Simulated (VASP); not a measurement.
# N in VASP: single point with rev-vdW-DF2

Aim: the single point of N with rev-vdW-DF2.

Everything below comes from runs of VASP 6.6.1. Logs are shortened: lines on timing, memory, paths and dates and some standing lists are left out, and cuts for length are marked.

## 1. The crystal as given

The cell holds a molecule_in_box, 1 atom: a = 14.000 Å, b = 14.500 Å, c = 15.000 Å, α = 90.00°, β = 90.00°, γ = 90.00°.

## 2. Single point, rev-vdW-DF2, collinear spin, ferromagnetic start

Input file INCAR:

```
SYSTEM = N
PREC = Accurate
ENCUT = 450
EDIFF = 1E-7
ISMEAR = 0
SIGMA = 0.005
LREAL = .False.
LASPH = .True.
NELM = 200
ALGO = Normal
ISIF = 2
LWAVE = .False.
LCHARG = .False.
ISPIN = 2
MAGMOM = 3
LORBIT = 11
GGA = MK
LUSE_VDW = .True.
AGGAC = 0.0
PARAM1 = 0.1234
PARAM2 = 0.711357
ZAB_VDW = -1.8867
AMIX = 0.2
BMIX = 1E-4
AMIX_MAG = 0.8
BMIX_MAG = 1E-4
ISYM = 0
```

Input file KPOINTS:

```
regular mesh
0
Gamma
  1 1 1
  0 0 0
```

Input file POSCAR:

```
N
1.0
   14.0000000000      0.0000000000      0.0000000000
    0.0000000000     14.5000000000      0.0000000000
    0.0000000000      0.0000000000     15.0000000000
N
1
Direct
    0.5000000000      0.5000000000      0.5000000000
```

Potentials or basis: VASP PAW PBE potentials, release 64 (N).

Launch:

```sh
$ cat potpaw_PBE.64/N/POTCAR > POTCAR
$ mpirun -np 2 vasp_gam > vasp.out
```

OUTCAR:

```text
SYSTEM = N
   PREC = Accurate
   ENCUT = 450
   EDIFF = 1E-7
   ISMEAR = 0
   LREAL = .False.
   LASPH = .True.
   NELM = 200
   ISIF = 2
   ISPIN = 2
   LORBIT = 11
   GGA = MK
   AMIX = 0.2
   AMIX_MAG = 0.8
   ISYM = 0

 ion  position               nearest neighbor table
   1  0.500  0.500  0.500-

IMPORTANT INFORMATION: All symmetrisations will be switched off!
NOSYMM: (Re-)initialisation of all symmetry stuff for point group C_1.

----------------------------------------------------------------------------------------

                                     Primitive cell

  volume of cell :    3045.0000

  direct lattice vectors                    reciprocal lattice vectors
    14.000000000  0.000000000  0.000000000     0.071428571  0.000000000  0.000000000
     0.000000000 14.500000000  0.000000000     0.000000000  0.068965517  0.000000000
     0.000000000  0.000000000 15.000000000     0.000000000  0.000000000  0.066666667

  length of vectors
    14.000000000 14.500000000 15.000000000     0.071428571  0.068965517  0.066666667

  position of ions in fractional coordinates (direct lattice)
     0.500000000  0.500000000  0.500000000

  ion indices of the primitive-cell ions
   primitive index   ion index
                 1           1

----------------------------------------------------------------------------------------

 KPOINTS: regular mesh

Automatic generation of k-mesh.
 Grid dimensions read from file:
 generate k-points for:    1    1    1

 Generating k-lattice:

  Cartesian coordinates                     Fractional coordinates (reciprocal lattice)
     0.071428571  0.000000000  0.000000000     1.000000000  0.000000000  0.000000000
     0.000000000  0.068965517  0.000000000     0.000000000  1.000000000  0.000000000
     0.000000000  0.000000000  0.066666667     0.000000000  0.000000000  1.000000000

  Length of vectors
     0.071428571  0.068965517  0.066666667

  Shift w.r.t. Gamma in fractional coordinates (k-lattice)
     0.000000000  0.000000000  0.000000000

 Subroutine IBZKPT returns following result:
 ===========================================

 Found      1 irreducible k-points:

 Following reciprocal coordinates:
            Coordinates               Weight
  0.000000  0.000000  0.000000      1.000000
   k-points           NKPTS =      1   k-points in BZ     NKDIM =      1   number of bands    NBANDS=      8
   number of dos      NEDOS =    301   number of ions     NIONS =      1
   total plane-waves  NPLWV = ******
   dimension x,y,z NGX =    98 NGY =  100 NGZ =  108
   dimension x,y,z NGXF=   196 NGYF=  200 NGZF=  216
   ions per type =               1
   NGX,Y,Z   is equivalent  to a cutoff of  11.64, 11.47, 11.97 a.u.
   NGXF,Y,Z  is equivalent  to a cutoff of  23.27, 22.93, 23.94 a.u.
 SYSTEM =  N
   PREC   = accura    normal or accurate (medium, high low for compatibility)
   ISTART =      0    job   : 0-new  1-cont  2-samecut
   ICHARG =      2    charge: 1-file 2-atom 10-const
   ISPIN  =      2    spin polarized calculation?
   LNONCOLLINEAR =      F non collinear calculations
   LSORBIT =      F    spin-orbit coupling
   LASPH  =      T    aspherical Exc in radial PAW
   ENCUT  =  450.0 eV  33.07 Ry    5.75 a.u.  24.22 25.08 25.95*2*pi/ulx,y,z
   NELM   =    200;   NELMIN=  2; NELMDL= -5     # of ELM steps
   EDIFF  = 0.1E-06   stopping-criterion for ELM
   LREAL  =      F    real-space projection
   EDIFFG = 0.1E-05   stopping-criterion for IOM
   NSW    =      0    number of steps for IOM
   IBRION =     -1    ionic relax: 0-MD 1-quasi-New 2-CG
   NFREE  =      0    steps in history (QN), initial steepest desc. (CG)
   ISIF   =      2    stress and relaxation
   ISYM   =      0    0-nonsym 1-usesym 2-fastsym
   POTIM  = 0.5000    time-step for ionic-motion
   TEBEG  =    0.0;   TEEND  =   0.0 temperature during run
   PSTRESS=    0.0 pullay stress
   NELECT =       5.0000    total number of electrons
   NUPDOWN=      -1.0000    fix difference up-down
   EMIN   =  10.00;   EMAX   =-10.00  energy-range for DOS
   EFERMI =   0.00;   METHOD = LEGACY
   ISMEAR =     0;   SIGMA  =   0.01  broadening in eV -4-tet -1-fermi 0-gaus
   EFERMI_NEDOS =   21; number of points for ismear=-14 and -15
   IALGO  =     38    algorithm
   IMIX   =      4    mixing-type and parameters
     AMIX     =   0.20;   BMIX     =  0.00
     AMIX_MAG =   0.80;   BMIX_MAG =  0.00
  volume/ion in A,a.u.               =    3045.00     20548.67
  Fermi-wavevector in a.u.,A,eV,Ry     =   0.193139  0.364979  0.507532  0.037303
  Thomas-Fermi vector in A             =   0.937105
   LORBIT       =     11    0 simple, 1 ext, 2 COOP (PROOUT), +10 PAW based schemes
   GGA     = MK    functional components
   LHFCALC =     F    Hartree Fock is set to
   AEXX    =    0.0000 exact exchange contribution
   IVDW_NL    =     1    kernel type
   BPARAM     = 6.3000
   IVDW    =     0    specifies the selected vdW correction
   LEPSILON=     F    determine dielectric tensor
   LRPA    =     F    only Hartree local field effects (RPA)
 spin polarized calculation
 Gauss-broadening in eV      SIGMA  =   0.01
  energy-cutoff  :      450.00
  volume of cell :     3045.00
 maximum number of plane-waves:     33027
 NGX is ok and might be reduce to    98
   NGX = 49   NGY = 51   NGZ = 51

 number of electron       5.0000000 magnetization       3.0000000

 Free energy of the ion-electron system (eV)
  ---------------------------------------------------
  ext. energy  EPLUGINS =         0.00000000
  ---------------------------------------------------
  free energy    TOTEN  =        -1.77726906 eV

  energy without entropy =       -1.77726906  energy(sigma->0) =       -1.77726906

 E-fermi :  -8.2433     XC(G=0):  -0.3255

 val. band max:       -8.2786355409   @ k =   0.0000   0.0000   0.0000
 cond. band min:      -4.3796862999   @ k =   0.0000   0.0000   0.0000
 fundamental gap:      3.8989492409
 Fermi energy:        -8.2432585213

 spin component 1

 k-point     1 :       0.0000    0.0000    0.0000
  band No.  band energies     occupation
      1     -19.7372      1.00000
      2      -8.2787      1.00000
      3      -8.2787      1.00000
      4      -8.2786      1.00000
      5      -0.5052      0.00000
      6       0.1426      0.00000
      7       0.3219      0.00000
      8       0.3617      0.00000
 Fermi energy:        -8.2432585213

 spin component 2

 k-point     1 :       0.0000    0.0000    0.0000
  band No.  band energies     occupation
      1     -15.4370      1.00000
      2      -4.3797      0.00000
      3      -4.3797      0.00000
      4      -4.3797      0.00000
      5      -0.3098      0.00000
      6       0.3364      0.00000
      7       0.4951      0.00000
      8       0.5373      0.00000

------------------------ aborting loop because EDIFF is reached ----------------------------------------

  FORCE on cell =-STRESS in cart. coord.  units (eV):
  Direction    XX          YY          ZZ          XY          YZ          ZX
  --------------------------------------------------------------------------------------
  -------------------------------------------------------------------------------------
  Total       -0.1552419     -0.1566548     -0.1559997      0.0000028     -0.0000017     -0.0000034
  in kB       -0.0816831     -0.0824265     -0.0820818      0.0000015     -0.0000009     -0.0000018
  external PRESSURE =      -0.0820638 kB  Pullay stress =       0.0000000 kB

 VOLUME and BASIS-vectors are now :
 -----------------------------------------------------------------------------
  energy-cutoff  :      450.00
  volume of cell :     3045.00
      direct lattice vectors                 reciprocal lattice vectors
    14.000000000  0.000000000  0.000000000     0.071428571  0.000000000  0.000000000
     0.000000000 14.500000000  0.000000000     0.000000000  0.068965517  0.000000000
     0.000000000  0.000000000 15.000000000     0.000000000  0.000000000  0.066666667

 POSITION                                       TOTAL-FORCE (eV/Angst)
 -----------------------------------------------------------------------------------
      7.00000      7.25000      7.50000         0.000001      0.000000      0.000001
 -----------------------------------------------------------------------------------
    total drift:                                0.000001      0.000000      0.000001

  FREE ENERGIE OF THE ION-ELECTRON SYSTEM (eV)
  ---------------------------------------------------
  free  energy   TOTEN  =        -1.7772690570 eV

  energy  without entropy=       -1.7772690570  energy(sigma->0) =       -1.77726906

Total vdW correction in eV:      1.2058520

 total charge

# of ion       s       p       d       tot
------------------------------------------
    1        1.364   1.899   0.000   3.263

 magnetization (x)

# of ion       s       p       d       tot
------------------------------------------
    1        0.039   1.899   0.000   1.938
```

OSZICAR:

```text
N       E                     dE             d eps       ncg     rms          rms(c)
DAV:   1     0.349923630768E+02    0.34992E+02   -0.64209E+02    40   0.206E+02
DAV:   2     0.236237214667E+02   -0.11369E+02   -0.11369E+02    40   0.322E+01
DAV:   3     0.324930675856E+01   -0.20374E+02   -0.18601E+02    64   0.180E+01
DAV:   4    -0.160665061389E+01   -0.48560E+01   -0.48560E+01    32   0.210E+01
DAV:   5    -0.174757651060E+01   -0.14093E+00   -0.14093E+00    32   0.611E+00    0.157E+00
DAV:   6    -0.178790985467E+01   -0.40333E-01   -0.30154E-02    32   0.101E+00    0.682E-01
DAV:   7    -0.177847932748E+01    0.94305E-02   -0.16505E-02    48   0.627E-01    0.341E-01
DAV:   8    -0.177684896732E+01    0.16304E-02   -0.13471E-02    48   0.598E-01    0.134E-01
DAV:   9    -0.177710370721E+01   -0.25474E-03   -0.74680E-04    40   0.126E-01    0.937E-02
DAV:  10    -0.177721812752E+01   -0.11442E-03   -0.22849E-05    40   0.413E-02    0.364E-02
DAV:  11    -0.177726779003E+01   -0.49663E-04   -0.17931E-05    40   0.214E-02    0.444E-03
DAV:  12    -0.177726904542E+01   -0.12554E-05   -0.77432E-07    40   0.550E-03    0.665E-04
DAV:  13    -0.177726905702E+01   -0.11599E-07   -0.89435E-09    48   0.754E-04
   1 F= -.17772691E+01 E0= -.17772691E+01  d E =-.705231E-24  mag=     3.0000
```

stdout:

```text
POSCAR found type information on POSCAR N
 POSCAR found :  1 types and       1 ions
 scaLAPACK will be used
 -----------------------------------------------------------------------------
|                                                                             |
|                                                                             |
|     You have switched on vdW-DFT.                                           |
[... 15 lines left out ...]
|                                                                             |
 -----------------------------------------------------------------------------

 LDA part: xc-table for (Slater+PW92), standard interpolation
 POSCAR, INCAR and KPOINTS ok, starting setup
 FFT: planning ... GRIDC
 FFT: planning ... GRID_SOFT
 FFT: planning ... GRID
 WAVECAR not read
 entering main loop
```

Wall time 7.3 min (2 MPI ranks of Intel Xeon 6975P-C (Granite Rapids), shared host); peak memory 3.6 GiB.

Results:

```yaml
Free_energy: -1.7773 eV
Gap_between_the_frontier_levels: 3.90 eV
Net_moment: 3.00 μB per cell
Site_moments: N +1.94 μB
Valence_electrons_inside_the_program's_atomic_spheres: N 3.26
```

Levels at points of the mesh, in eV from the valence-band top:
Spin up:
```
           k point  band 2  band 3  band 4  band 5  band 6  band 7
(0.00, 0.00, 0.00)    0.00    0.00    0.00    7.77    8.42    8.60
```
Spin down:
```tsv
k point	band 1	band 2	band 3	band 4
(0.00, 0.00, 0.00)	-7.16	3.90	3.90	3.90
```

Caveat: the cutoff is under 1.25 times the usual one of these potentials, so pressure, stress and relaxed cells hold a basis-set (Pulay) error; the PAW data sets were made with another functional, which shifts forces and pressure a little.
